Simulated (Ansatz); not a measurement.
Two isomers of C3H4N2: A = `NC1=C=CN1`, B = `c1c[nH]cn1`.

Computed with Ansatz on PBE0-D4/def2-TZVP structures; ΔE is electronic, products minus reactants. CBS: MP2 limit from def2 TZ/QZ plus the TZ coupled-cluster correction, frozen cores. This one scheme is used for every species. DFT in def2-TZVPP. B3LYP here is the variant with VWN-RPA as its local correlation; programs differ in this. Each species was taken in one conformer, which may not be the lowest.

(1) Which isomer does CCSD(T)/CBS put lower? Give the gap. (Estimate.)

(2) Give E(B) − E(A) in kJ/mol with r2SCAN-D4, CCSD(T)/def2-SVP, CCSD(T)/def2-TZVPP, ωB97M-V, LDA (SPW92), B3LYP, MP2/def2-TZVPP. (Best estimate.)

(3) Does the order hold for the free energy at 298.15 K (harmonic terms from PBE0-D4)? (Best estimate.)

Largest T1 diagnostic: 0.014.

Results:

(1) The calculation gave: B, by 414.8 kJ/mol.

(2) The calculation gave: r2SCAN-D4 -416.4, CCSD(T)/def2-SVP -437.5, CCSD(T)/def2-TZVPP -416.2, ωB97M-V -408.6, LDA (SPW92) -430.4, B3LYP -418.6, MP2/def2-TZVPP -434.2. None reverses the order clearly.

(3) Computed: Yes: G(B) − G(A) = -402.6 kJ/mol, for one conformer each.

From r2SCAN to r2SCAN0 (25 % exact exchange), in def2-TZVPP and without D4, E(B) − E(A) moves by −3.8 kJ/mol. At CCSD(T), def2-SVP lies −22.7 kJ/mol from the extrapolated value and def2-TZVPP −1.5 kJ/mol.
